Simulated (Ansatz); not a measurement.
# SnO: one crystal by all-electron and frozen-core methods

Does the method matter for SnO? The same cell, functional and mesh are run with LAPW, all electrons, PAW with frozen cores and all-electron PAW on datasets made for the crystal.

Method: DFT PBE, scalar-relativistic, in Ansatz 0.2.0.

1 further run of the same task is left out (set aside as unsound or not needed).

## Step 1: The starting structure

It takes space group Fm-3m (No. 225, cubic). Conventional cell: a = 5.118 Å, b = 5.118 Å, c = 5.118 Å, α = 90.00°, β = 90.00°, γ = 90.00°. Sn (site symmetry m-3m) is surrounded by 6 O at 2.56 Å. O (site symmetry m-3m) has 6 Sn at 2.56 Å as nearest neighbours.

Structure file:

```
CELL_PARAMETERS angstrom
0.00000 2.55898 2.55898
2.55898 0.00000 2.55898
2.55898 2.55898 0.00000
ATOMIC_POSITIONS crystal
Sn 0.00000 0.00000 0.00000
O 0.50000 0.50000 0.50000
```

The cell was relaxed by PAW from a hypothetical start (rocksalt type); it needn't be the stable phase of this composition.

Atoms are numbered in the order of the input: Sn1, O2.

## Step 2: LAPW, all electrons

input.yaml reads:

```yaml
crystal:
  lattice:
    - [0.0, 2.5589822715, 2.5589822715]
    - [2.5589822715, 0.0, 2.5589822715]
    - [2.5589822715, 2.5589822715, 0.0]
  atoms:
    - { symbol: Sn, position: [0.0, 0.0, 0.0] }
    - { symbol: O, position: [0.5, 0.5, 0.5] }
kpoints:
  mp_grid: { grid: [14, 14, 14] }
  band_path:
    path:
      - [0.0, 0.0, 0.0]
      - [0.5, 0.0, 0.5]
      - [0.625, 0.25, 0.625]
      - [0.375, 0.375, 0.75]
      - [0.0, 0.0, 0.0]
      - [0.5, 0.5, 0.5]
      - [0.5, 0.25, 0.75]
      - [0.5, 0.0, 0.5]
    npoints: 8
scf:
  occupations: { method: fermi_dirac, width: 0.03 }
hamiltonian:
  xc: pbe
  pseudopotentials: { kind: all_electron, lapw: { basis_error: 0.001 } }
output:
  forces: true
  stress: true
  eigenvalues: true
  populations: true
  dos: { projected: true, de: 0.2, e_range: [-14, 8] }
```

Standard output:

```text
Sn: projections on atomic orbitals take those of the free atom 1s2 2s2 2p6 3s2 3p6 3d10 4s2 4p6 4d10 5s2 5p2, of charge +0.00 (hamiltonian.pseudopotentials.projection_atoms)
O: projections on atomic orbitals take those of the free atom 1s2 2s2 2p4, of charge +0.00 (hamiltonian.pseudopotentials.projection_atoms)
LAPW: plane waves up to 8.132 Å⁻¹, error target 1.0e-3 eV per atom; small_component_spin mean_spin; O in spheres of 1.148 Å, 6 of its electrons in bands, Dirac shells []; Sn in spheres of 1.411 Å, 22 of its electrons in bands, Dirac shells []
Engine: ansatz 0.2.0
Pseudopotentials: kind: all_electron
Pseudopotential: Sn, LAPW, valence charge 22, Koelling and Harmon's equation, gaussian nucleus
Pseudopotential: O, LAPW, valence charge 6, Koelling and Harmon's equation, gaussian nucleus
Functional definition: PBE
  parameter kappa = 0.804
  parameter beta = 0.06672455060314922
  exchange = pbe_x(kappa = kappa, mu = beta*pi^2/3)
  correlation = pbe_c(beta = beta)
Crystal: 2 atoms, lattice volume = 33.514 Å³
Basis set: ecut = 251.92204683499622 eV, 307 PW (Γ), exchange–correlation at level 2
Bands: 18, of which v1, the nominal top of the filled ones, is band 14 counted from 1 (13 counted from 0)
Symmetry: 48 space group operations
Space group: Fm-3m (ITA 225), of the structure as read, at distance tolerance 3.2e-5 Å
k-points: 104 of 2744
Non-local potential: Sn, projectors of the file, none
Non-local potential: O, projectors of the file, none
Initial density: superposition of atomic densities (chi_scale 0.1, normalization cell, long waves kept (reshape's long-wave potential 0.00 eV rms))
Initial wavefunctions: plane waves of lowest kinetic energy (no species holds an atomic orbital)
Functional: x = pbe(κ = 0.804, μ = 0.2195149727645171), c = pbe(β = 0.06672455060314922)
iter 1 solved again at ethr=1.19e-2 eV; its pass at ethr=1.00e-1 eV (dr2=3.33e0 eV) is discarded
SCF iter   1: F=—  HF=-170138.854985 eV  |F-HF|=—  |Δ(HF+E_count)|=         —  Δρ=7.90e-2  dr2=3.33e0  ethr=1.19e-2  ⟨swp⟩=2.0  Hψ=12099  notcnv=0
preconditioner: auto → none  [insulator: Δε(μ)=0.187 eV  Ē_g=19.565 eV  σ=0.030 eV  W_gap=0.92  n_scr=14 (ndim 8)  ℏωp=28.7 eV  f_vac=0.000  D(μ)=0.01/eV (n_scr^D=0)  ε∞_Penn≈3.1]
SCF iter   2: F=—  HF=-170139.203711 eV  |F-HF|=—  |Δ(HF+E_count)|=   3.49e-1  Δρ=7.42e-2  dr2=2.72e0  ethr=1.19e-2  ⟨swp⟩=3.0  Hψ=6110  notcnv=0
iter 3 solved again at ethr=9.91e-5 eV; its pass at ethr=9.71e-3 eV (dr2=2.77e-2 eV) is discarded
SCF iter   3: F=—  HF=-170136.997104 eV  |F-HF|=—  |Δ(HF+E_count)|=    2.21e0  Δρ=7.71e-3  dr2=2.79e-2  ethr=9.91e-5  ⟨swp⟩=2.1  Hψ=9419  notcnv=0
SCF iter   4: F=—  HF=-170137.239904 eV  |F-HF|=—  |Δ(HF+E_count)|=         —  Δρ=3.58e-2  dr2=7.04e-1  ethr=9.91e-5  ⟨swp⟩=3.0  Hψ=6401  notcnv=0
the basis was enlarged: its passes take 55.8 KiB over the memory plan, 1 of 1 planned eigensolver slots
SCF iter   5: F=—  HF=-170136.968406 eV  |F-HF|=—  |Δ(HF+E_count)|=   2.71e-1  Δρ=3.79e-3  dr2=7.99e-3  ethr=9.91e-5  ⟨swp⟩=3.0  Hψ=6267  notcnv=0
SCF iter   6: F=—  HF=-170136.965368 eV  |F-HF|=—  |Δ(HF+E_count)|=   3.04e-3  Δρ=3.90e-4  dr2=7.39e-5  ethr=2.85e-5  ⟨swp⟩=2.0  Hψ=5203  notcnv=0
SCF iter   7: F=—  HF=-170136.965383 eV  |F-HF|=—  |Δ(HF+E_count)|=   1.42e-5  Δρ=2.09e-4  dr2=2.33e-5  ethr=2.64e-7  ⟨swp⟩=2.4  Hψ=5283  notcnv=0
SCF iter   8: F=—  HF=-170136.965373 eV  |F-HF|=—  |Δ(HF+E_count)|=   9.46e-6  Δρ=6.66e-5  dr2=2.39e-6  ethr=8.34e-8  ⟨swp⟩=2.0  Hψ=5202  notcnv=0
SCF iter   9: F=-170136.965372 eV  HF=-170136.965372 eV  |F-HF|=1.08e-7  |Δ(HF+E_count)|=   1.04e-6  Δρ=1.08e-5  dr2=6.31e-8  ethr=8.54e-9  ⟨swp⟩=2.0  Hψ=5202  notcnv=0
SCF 1 converged in 9 iterations: F = -170136.965372 eV  dr2 = 6.31e-8
NSCF: frozen V_eff on 57 k-points
SCF converged after 9 iterations
Free energy (F): -170136.965372 eV
Harris-Foulkes:  -170136.965372 eV  (|F-HF|=1.08e-7)
Internal energy: -170136.964784 eV  (E = F + TS)
E sigma→0 (E₀):  -170136.965078 eV
Entropy (-TS):   -0.000588 eV (-0.294 meV/atom)
Fermi energy:    12.971518 eV
--- Per-component energies (eV) ---
  E_band       = -694.447571
  E_kinetic    = 178827.834908
  E_xc         = -4728.944709
  E_electrostatic = -344235.854983  (all electrons and nuclei)
  E_smearing   = -0.000588  (= −TS)
  E_closure    = 0.000000  (closes the sum)
  E_atoms      = -170126.513849  (free atoms, spherical and without spin; not in F)
  Σ components = -170136.965372   (vs F -170136.965372, Δ=0.00e0)
  Basis errors (estimates in eV, not in F): energy 3.6e-4 per atom: plane waves 3.2e-4 (1.7e-4 summed), levels above the bands 5.4e-146, relativity 3.3e-8, radial functions 3.2e-5, core shells 2.3e-7; eigenvalues (radial functions only) 2.5e-6; not estimated: angular momenta, meshes, grids; target (lapw.basis_error) 1.0e-3; muffin-tin radii O 1.148 Å, Sn 1.411 Å
--- Forces (eV/Å), atoms counted from 1 ---
  atom   1  Sn    -0.00000000    -0.00000000     0.00000000
  atom   2  O      0.00000000    -0.00000000     0.00000000
  max |Σ_I F_I| component: 1.30e-30 eV/Å
--- Stress (GPa, compression-positive) ---
        0.038306       0.000000       0.000000
        0.000000       0.038306       0.000000
        0.000000       0.000000       0.038306
  P = ⅓ Tr σ = 0.0383 GPa (0.383 kbar)
--- Band table (eV; the first three rows and the last of 104) ---
  k-point 0: bands = ["-116.6121", "-72.4015", "-72.4015", "-72.4015", "-8.6705", "-8.6705", "-8.6705", "-8.6067", "-8.6067", "-5.6321", "6.1553", "9.6827", "9.6827", "9.6827", "20.3991", "20.3991", "20.3991", "22.8711"]
  k-point 1: bands = ["-116.6121", "-72.4015", "-72.4015", "-72.4015", "-8.6703", "-8.6684", "-8.6684", "-8.6074", "-8.6074", "-5.6053", "6.0475", "9.6901", "9.6901", "9.8135", "19.6507", "20.1106", "20.1106", "22.2591"]
  k-point 2: bands = ["-116.6121", "-72.4017", "-72.4015", "-72.4015", "-8.6695", "-8.6630", "-8.6630", "-8.6086", "-8.6086", "-5.5289", "5.7749", "9.7115", "9.7115", "10.1526", "18.2191", "19.4688", "19.4688", "21.9929"]
  k-point 103: bands = ["-116.6120", "-72.4022", "-72.4021", "-72.4019", "-8.7688", "-8.6623", "-8.6333", "-8.5973", "-8.5809", "-4.6585", "6.6225", "7.3023", "7.7478", "11.6265", "16.1652", "16.3796", "16.5090", "23.0084"]
--- Löwdin populations: 2 sites ---
  site symbol       q [e]
     0     Sn     49.2242
     1      O      8.7172
  spilling = 0.001011 (of n_electrons = 58.000000)
```

It took 21 s on 1 thread, shared host.

Result: pressure 0.04 GPa; gap 0.12 eV.

At the corners of the path (eV, zero at the valence-band top):

| point | band 11 | band 12 | band 13 | band 14 | band 15 | band 16 | band 17 |
| --- | --- | --- | --- | --- | --- | --- | --- |
| Γ | -6.75 | -3.22 | -3.22 | -3.22 | 7.49 | 7.49 | 7.49 |
| X | -6.31 | -4.73 | -4.29 | -4.29 | 3.45 | 5.13 | 5.68 |
| U | -6.67 | -5.81 | -3.86 | -2.10 | 2.71 | 3.44 | 5.13 |
| K | -6.67 | -5.81 | -3.86 | -2.10 | 2.71 | 3.44 | 5.13 |
| Γ | -6.75 | -3.22 | -3.22 | -3.22 | 7.49 | 7.49 | 7.49 |
| L | -8.32 | -3.03 | -3.03 | -0.80 | 0.63 | 4.22 | 4.22 |
| W | -6.32 | -5.38 | -5.38 | -1.12 | 3.10 | 3.52 | 3.52 |
| X | -6.31 | -4.73 | -4.29 | -4.29 | 3.45 | 5.13 | 5.68 |

States per cell in windows of 1 eV (zero at the valence-band top; grid of 0.20 eV, so sharp peaks spill over the borders):

| from | to | total | O 2p | Sn 5p | Sn 5s |
| --- | --- | --- | --- | --- | --- |
| -9 | -8 | 0.13 | 0.05 | 0.00 | 0.08 |
| -8 | -7 | 1.47 | 0.44 | 0.14 | 0.80 |
| -7 | -6 | 0.40 | 0.14 | 0.08 | 0.17 |
| -6 | -5 | 0.42 | 0.23 | 0.13 | 0.05 |
| -5 | -4 | 1.35 | 0.95 | 0.33 | 0.05 |
| -4 | -3 | 2.27 | 1.95 | 0.24 | 0.04 |
| -3 | -2 | 0.36 | 0.21 | 0.04 | 0.09 |
| -2 | -1 | 0.91 | 0.51 | 0.11 | 0.25 |
| -1 | 0 | 0.70 | 0.34 | 0.13 | 0.19 |
| 0 | 1 | 0.24 | 0.07 | 0.11 | 0.04 |
| 1 | 2 | 0.66 | 0.13 | 0.40 | 0.07 |
| 2 | 3 | 0.71 | 0.15 | 0.44 | 0.06 |
| 3 | 4 | 1.23 | 0.36 | 0.77 | 0.03 |
| 4 | 5 | 2.04 | 0.24 | 1.64 | 0.01 |

## Step 3: PAW with frozen cores

Edit input.yaml of step 2 so:

```diff
@@ -25,3 +25,3 @@
   xc: pbe
-  pseudopotentials: { kind: all_electron, lapw: { basis_error: 0.001 } }
+  pseudopotentials: { kind: paw }
 output:
@@ -30,3 +30,5 @@
   eigenvalues: true
+  efg: { contact_densities: true }
   populations: true
+  bader: true
   dos: { projected: true, de: 0.2, e_range: [-14, 8] }
```

Standard output, cut to the lines that bear on the results:

```text
Sn: output.efg is read without spin–orbit coupling, which moves field gradients at and beside such atoms by some per cent and up to a factor of two; PAW files take it under magnetization.noncollinear and magnetization.spin_orbit
[...]
Pseudopotentials: kind: paw
Pseudopotential: Sn, paw, valence charge 14, recommended cutoff 420 eV (normal)
Pseudopotential: O, paw, valence charge 6, recommended cutoff 420 eV (normal)
Functional definition: PBE
[...]
Crystal: 2 atoms, lattice volume = 33.514 Å³
Basis set: ecut = 420 eV, 645 PW (Γ), exchange–correlation on 50×50×50 points (8 copies of the dense FFT grid, shifted against one another)
Bands: 14, of which v1, the nominal top of the filled ones, is band 10 counted from 1 (9 counted from 0)
Symmetry: 48 space group operations
Space group: Fm-3m (ITA 225), of the structure as read, at distance tolerance 3.2e-5 Å
k-points: 104 of 2744
[...]
  P = ⅓ Tr σ = 0.0146 GPa (0.146 kbar)
--- PAW observables at the nuclei: V_zz in 10²¹ V/m², potentials from the cell's mean, atoms counted from 1 ---
  atom   1  Sn V_zz =    +0.000000   η = 0.0000   by run symmetry: forbidden
            electrostatic potential = -8173.679888 V   contact ρ = 1236499.390902 e/Å³
  atom   2  O  V_zz =    -0.000000   η = 0.0000   by run symmetry: forbidden
            electrostatic potential = -626.625034 V   contact ρ = 2162.928276 e/Å³
--- Band table (eV; the first three rows and the last of 104) ---
  k-point 0: bands = ["-11.0606", "-11.0606", "-11.0606", "-10.9967", "-10.9967", "-8.0288", "3.7587", "7.2872", "7.2872", "7.2872", "18.0018", "18.0018", "18.0018", "20.4805"]
[...]
--- Löwdin populations: 2 sites ---
  site symbol       q [e]
     0     Sn     13.1974
     1      O      6.7399
  spilling = 0.003132 (of n_electrons = 20.000000)
--- Bader charges: 2 sites ---
  site symbol  charge [e]  shift [e]
     0     Sn      1.2502     0.0002
     1      O     -1.2502     0.0002
  estimated error of the sums over rays = 3.3e-4 e
```

Run time: 13 s. Hardware: 1 thread, shared host.

In short: pressure 0.01 GPa; gap 0.12 eV.

| atom | Bader charge (e) | basin volume (Å³) |
| --- | --- | --- |
| Sn1 | +1.25 | 19.49 |
| O2 | -1.25 | 14.02 |

## Step 4: All-electron PAW on datasets made for the crystal

Edit input.yaml of step 3 so:

```diff
@@ -25,3 +25,3 @@
   xc: pbe
-  pseudopotentials: { kind: paw }
+  pseudopotentials: { kind: all_electron, datasets: crystal }
 output:
@@ -31,4 +31 @@
   efg: { contact_densities: true }
-  populations: true
-  bader: true
-  dos: { projected: true, de: 0.2, e_range: [-14, 8] }
```

Standard output, cut to the lines that bear on the results:

```text
[...]
Sn: output.efg is read without spin–orbit coupling, which moves field gradients at and beside such atoms by some per cent and up to a factor of two; PAW files take it under magnetization.noncollinear and magnetization.spin_orbit
[...]
Pseudopotentials: kind: all_electron
Pseudopotential: Sn, paw, valence charge 22, recommended cutoff 280 eV (normal), Koelling and Harmon's equation, gaussian nucleus
Pseudopotential: O, paw, valence charge 6, recommended cutoff 280 eV (normal), Koelling and Harmon's equation, gaussian nucleus
Functional definition: PBE
[...]
Crystal: 2 atoms, lattice volume = 33.514 Å³
Basis set: ecut = 280 eV, 339 PW (Γ), exchange–correlation on 40×40×40 points (8 copies of the dense FFT grid, shifted against one another)
Bands: 14, of which v1, the nominal top of the filled ones, is band 10 counted from 1 (9 counted from 0)
Symmetry: 48 space group operations
[...]
  atom   1  Sn    -0.00000000    -0.00000000    -0.00000000
  atom   2  O      0.00000000    -0.00000000    -0.00000000
[...]
--- Stress (GPa, compression-positive) ---
        0.038316       0.000000      -0.000000
        0.000000       0.038316      -0.000000
       -0.000000      -0.000000       0.038316
  P = ⅓ Tr σ = 0.0383 GPa (0.383 kbar)
  It holds what live shells' own plane waves past their cutoff add
--- PAW observables at the nuclei: V_zz in 10²¹ V/m², potentials from the cell's mean, atoms counted from 1 ---
  atom   1  Sn V_zz =    +0.000000   η = 0.0000   by run symmetry: forbidden
            electrostatic potential = -8173.608568 V   contact ρ = 1236411.433114 e/Å³
  atom   2  O  V_zz =    +0.000000   η = 0.0000   by run symmetry: forbidden
            electrostatic potential = -626.667243 V   contact ρ = 2163.458913 e/Å³
--- Band table (eV; the first three rows and the last of 104) ---
  k-point 0: bands = ["-8.6702", "-8.6702", "-8.6702", "-8.6065", "-8.6065", "-5.6324", "6.1553", "9.6824", "9.6824", "9.6824", "20.3991", "20.3991"]
[...]
```

Run time: 17 s. Hardware: 1 thread, shared host.

Result: pressure 0.04 GPa; gap 0.12 eV.

| atom | contact density (e/Å³) |
| --- | --- |
| Sn1 | 1236411 |
| O2 | 2163.459 |

## Step 5: The methods compared

Highest filled and lowest empty level at the labelled points (eV from each run's valence-band top):

| point | LAPW top | LAPW bottom | PAW top | PAW bottom | crystal datasets top | crystal datasets bottom |
| --- | --- | --- | --- | --- | --- | --- |
| Γ | -3.22 | 7.49 | -3.22 | 7.49 | -3.22 | 7.49 |
| X | -4.29 | 3.45 | -4.29 | 3.45 | -4.29 | 3.45 |
| U | -2.10 | 2.71 | -2.10 | 2.71 | -2.10 | 2.71 |
| K | -2.10 | 2.71 | -2.10 | 2.71 | -2.10 | 2.71 |
| Γ | -3.22 | 7.49 | -3.22 | 7.49 | -3.22 | 7.49 |
| L | -0.80 | 0.63 | -0.80 | 0.63 | -0.80 | 0.63 |
| W | -1.12 | 3.10 | -1.12 | 3.10 | -1.12 | 3.10 |
| X | -4.29 | 3.45 | -4.29 | 3.45 | -4.29 | 3.45 |

| method | pressure (GPa) | gap (eV) | SCF cycles, all passes |
| --- | --- | --- | --- |
| LAPW | 0.04 | 0.12 | 9 |
| PAW | 0.01 | 0.12 | 6 |
| crystal datasets | 0.04 | 0.12 | 9 |

## Step 6: Outcome

```
           quantity                                           value
           pressure  LAPW 0.04, PAW 0.01, crystal datasets 0.04 GPa
         gap (LAPW)                                         0.12 eV
Bader charges (PAW)                           Sn1 +1.25, O2 -1.25 e
```

The pressure is within half a GPa of zero, so the volume is close to equilibrium at this level. A gap opens: 0.12 eV. It is the Kohn-Sham gap of a semilocal functional, which mostly lies below the gap found in experiment. PAW lies -0.02 GPa from LAPW in pressure and less than 0.01 eV in the gap. The price, with the outputs that each input asks for: 21 s for LAPW against 13 s for PAW, about 1.6 to one.
